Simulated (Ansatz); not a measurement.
# WS2 in Ansatz: single point with PBE

Aim: the single point of WS2 with PBE.

All numbers are computed with Ansatz 0.2.0; they aren't measurements. Logs are shortened: lines on timing, memory, paths and dates and some standing lists are left out, and cuts for length are marked.

### 1 The cell of the first run

The cell holds a slab with vacuum, 6 atoms: a = 3.183 Å, b = 3.183 Å, c = 23.432 Å, α = 90.00°, β = 90.00°, γ = 120.00°.

### 2 Single point, PBE (strained by -1 %)

File input.yaml:

```yaml
crystal:
  lattice:
    - [3.1832085602, 0.0, 0.0]
    - [-1.5916042801, 2.7567394786, 0.0]
    - [0.0, 0.0, 23.4320756175]
  atoms:
    - { symbol: W, position: [0.6666666667, 0.3333333333, 0.36268246] }
    - { symbol: W, position: [0.3333333333, 0.6666666667, 0.63731754] }
    - { symbol: S, position: [0.6666666667, 0.3333333333, 0.70318389] }
    - { symbol: S, position: [0.3333333333, 0.6666666667, 0.42855817] }
    - { symbol: S, position: [0.6666666667, 0.3333333333, 0.57144183] }
    - { symbol: S, position: [0.3333333333, 0.6666666667, 0.29681611] }
hamiltonian:
  xc: pbe
  pseudopotentials: { kind: paw }
kpoints:
  mp_grid: { grid: [7, 7, 2] }
scf:
  occupations: { method: fermi_dirac, width: 0.05 }
output:
  forces: true
  stress: true
  eigenvalues: true
```

Potentials or basis: Ansatz PAW.

Run with:

```bash
> ansatz run input.yaml --threads 2 --pin off --max-ram 5632MiB --backend cpu --events-out ev --progress --plain --runs-dir out
```

The log of the run:

```text
Warning: RAYON_NUM_THREADS=2 ignored (pool sized by the plan → 2); use --threads N
Engine: ansatz 0.2.0, x86_64-unknown-linux-gnu
Pseudopotentials: kind: paw
Pseudopotential: W, paw, valence charge 14, recommended cutoff 420 eV (normal), W.paw.azcp
Pseudopotential: S, paw, valence charge 6, recommended cutoff 420 eV (normal), S.paw.azcp
Functional definition: PBE
  parameter kappa = 0.804
  parameter beta = 0.06672455060314922
  exchange = pbe_x(kappa = kappa, mu = beta*pi^2/3)
  correlation = pbe_c(beta = beta)
Crystal: 6 atoms, lattice volume = 205.623 Å³
Basis set: ecut = 420 eV, 4051 PW (Γ), exchange–correlation on 48×48×320 points (8 copies of the dense FFT grid, shifted against one another)
Bands: 32, of which v1, the nominal top of the filled ones, is band 26 counted from 1 (25 counted from 0)
Symmetry: 12 space group operations
Space group: P-3m1 (ITA 164), of the structure as read, at distance tolerance 5.9e-5 Å
k-points: 16 of 98
Non-local potential: W, projectors of the file, l = 0: 3, l = 1: 2, l = 2: 2, l = 3: 1
Non-local potential: S, projectors of the file, l = 0: 2, l = 1: 2, l = 2: 2
PAW form: soft (Blöchl's): semilocal exchange-correlation on the pseudo side does not see the compensation charge
PAW one-centre angular grid: W, 590 points (default); XC on 64 Gauss nodes
PAW one-centre angular grid: S, 110 points (default); XC on 64 Gauss nodes
Initial density: superposition of atomic densities (neutral atoms: chi_scale 0, normalization atom), corrected by the library's trained network
Initial wavefunctions: pseudopotential atomic-orbital guess
Functional: x = pbe(κ = 0.804, μ = 0.2195149727645171), c = pbe(β = 0.06672455060314922)
SCF iter   1: F=—  HF=-24382.821799 eV  |F-HF|=—  |Δ(HF+E_count)|=         —  Δρ=4.06e-3  dr2=5.28e-2  ethr=1.77e-3  ⟨swp⟩=8.2  Hψ=2685  notcnv=0
preconditioner: auto → none  [insulator: Δε(μ)=1.611 eV  Ē_g=8.398 eV  σ=0.050 eV  W_gap=1.00  n_scr=16 (ndim 8)  ℏωp=15.5 eV  f_vac=0.457  D(μ)=0.00/eV (n_scr^D=0)  ε∞_Penn≈4.4]
SCF iter   2: F=—  HF=-24382.864562 eV  |F-HF|=—  |Δ(HF+E_count)|=   4.28e-2  Δρ=4.99e-3  dr2=3.61e-1  ethr=1.02e-4  ⟨swp⟩=4.6  Hψ=1435  notcnv=0  defer=4
SCF iter   3: F=—  HF=-24382.829821 eV  |F-HF|=—  |Δ(HF+E_count)|=   3.47e-2  Δρ=2.12e-3  dr2=5.75e-2  ethr=1.02e-4  ⟨swp⟩=3.9  Hψ=1255  notcnv=0  defer=4
SCF iter   4: F=—  HF=-24382.825193 eV  |F-HF|=—  |Δ(HF+E_count)|=   4.63e-3  Δρ=1.45e-3  dr2=3.17e-3  ethr=1.02e-4  ⟨swp⟩=2.3  Hψ=731  notcnv=0  defer=4
SCF iter   5: F=—  HF=-24382.827748 eV  |F-HF|=—  |Δ(HF+E_count)|=   2.55e-3  Δρ=4.36e-4  dr2=1.08e-4  ethr=6.10e-6  ⟨swp⟩=2.0  Hψ=708  notcnv=0  defer=4
SCF iter   6: F=—  HF=-24382.828045 eV  |F-HF|=—  |Δ(HF+E_count)|=   2.97e-4  Δρ=1.10e-4  dr2=1.36e-5  ethr=2.08e-7  ⟨swp⟩=2.8  Hψ=1083  notcnv=0  defer=4
SCF iter   7: F=—  HF=-24382.827818 eV  |F-HF|=—  |Δ(HF+E_count)|=   2.26e-4  Δρ=1.38e-5  dr2=3.63e-7  ethr=2.62e-8  ⟨swp⟩=2.2  Hψ=785  notcnv=0  defer=4
SCF iter   8: F=-24382.827819 eV  HF=-24382.827819 eV  |F-HF|=8.80e-8  |Δ(HF+E_count)|=   3.37e-7  Δρ=3.89e-6  dr2=1.92e-8  ethr=1.92e-10  ⟨swp⟩=9.2  Hψ=2711  notcnv=0
SCF 1 converged in 8 iterations: F = -24382.827819 eV  dr2 = 1.92e-8
SCF converged after 8 iterations
Free energy (F): -24382.827819 eV
Harris-Foulkes:  -24382.827819 eV  (|F-HF|=8.80e-8)
Internal energy: -24382.827819 eV  (E = F + TS)
E sigma→0 (E₀):  -24382.827819 eV
Entropy (-TS):   -0.000000 eV (-0.000 meV/atom)
Fermi energy:    4.124635 eV
--- Per-component energies (eV) ---
  E_band       = -794.954131
  E_kinetic    = 1334.064627
  E_local      = -30302.411720  (includes V_loc(G=0)·N_el)
  E_nonlocal   = 114.731547
  E_hartree    = 14579.767890
  E_xc         = -924.740784
  E_vxc        = -830.590060  (∫ρ·V_xc dr)
  E_paw        = -19526.382866  (= ΣΔE_a)
  E_vpaw       = -270.299512  (= ΣTr[D̂ρ^β])
  E_aug_tail   = -0.000118  (compensation charges beyond the density's cutoff)
  E_ewald      = 10342.143605
  E_smearing   = -0.000000  (= −TS)
  E_closure    = -0.000000  (closes the sum)
  Σ components = -24382.827819   (vs F -24382.827819, Δ=0.00e0)
--- Forces (eV/Å), atoms counted from 1 ---
  atom   1  W     -0.00000000    -0.00000000    -0.01294021
  atom   2  W     -0.00000000     0.00000000     0.01294021
  atom   3  S      0.00000000    -0.00000000     0.59093462
  atom   4  S      0.00000000     0.00000000     0.53960450
  atom   5  S     -0.00000000    -0.00000000    -0.53960450
  atom   6  S     -0.00000000     0.00000000    -0.59093462
  max |Σ_I F_I| component: 1.11e-16 eV/Å
--- Stress (GPa, compression-positive) ---
        1.293618       0.000000       0.000000
       -0.000000       1.293618       0.000000
        0.000000       0.000000       3.041509
  P = ⅓ Tr σ = 1.8762 GPa (18.762 kbar)
--- Band table (eV; the first three rows and the last of 16) ---
  k-point 0: bands = ["-70.9561", "-70.9561", "-35.2431", "-35.2431", "-35.0995", "-35.0995", "-35.0995", "-35.0995", "-11.9173", "-11.8602", "-10.2041", "-10.0896", "-3.5929", "-3.2580", "-0.0403", "-0.0403", "-0.0371", "-0.0371", "0.5364", "1.2289", "1.2289", "1.2411", "1.2411", "1.3362", "2.8614", "3.3644", "5.8608", "5.8608", "5.8635", "5.8635", "6.0675", "6.0675"]
  k-point 1: bands = ["-70.9561", "-70.9561", "-35.2430", "-35.2430", "-35.0995", "-35.0995", "-35.0995", "-35.0995", "-11.9173", "-11.8602", "-10.2041", "-10.0896", "-3.5929", "-3.2580", "-0.0403", "-0.0403", "-0.0371", "-0.0371", "0.5364", "1.2289", "1.2289", "1.2411", "1.2411", "1.3362", "2.8614", "3.3644", "5.8608", "5.8608", "5.8635", "5.8635", "6.0675", "6.0675"]
  k-point 2: bands = ["-70.9529", "-70.9529", "-35.2312", "-35.2312", "-35.1644", "-35.1644", "-35.1145", "-35.1145", "-11.5869", "-11.5301", "-10.0865", "-9.9827", "-3.2169", "-2.8850", "-0.7976", "-0.7860", "-0.2083", "0.1148", "0.2790", "0.2865", "0.7620", "0.7771", "1.4525", "1.8089", "2.6919", "2.9354", "5.4418", "5.6400", "5.7291", "5.7884", "5.8493", "5.8682"]
  k-point 15: bands = ["-70.9378", "-70.9378", "-35.3733", "-35.3733", "-35.2802", "-35.2802", "-35.1744", "-35.1744", "-9.5682", "-9.5496", "-9.3507", "-9.3331", "-2.7431", "-2.7106", "-2.6996", "-2.6857", "-1.2745", "-1.2519", "-0.9041", "-0.7729", "-0.4719", "-0.3219", "0.7956", "0.8879", "2.6278", "2.6753", "5.0740", "5.1027", "6.2692", "6.6389", "6.6528", "6.8532"]
```

It took 5.2 s on 2 threads of Intel Xeon at 2.70GHz, shared host; peak memory 0.52 GiB.

What came out:

* Free energy: -24382.8278 eV
* Largest force: 0.591 eV/Å
* Band gap on the k mesh: 1.62 eV, indirect (least direct gap 2.40 eV)

Forces in eV/Å, atoms in the order of the input:
```
W    0.000  0.000 -0.013
W    0.000  0.000  0.013
S    0.000  0.000  0.591
S    0.000  0.000  0.540
S    0.000  0.000 -0.540
S    0.000  0.000 -0.591
```

Caveat: odd divisions of the mesh miss points on the zone boundary, where band edges often lie, so the gap on the mesh can be too wide; spin-orbit coupling is left out, which moves the levels of the heavy elements.
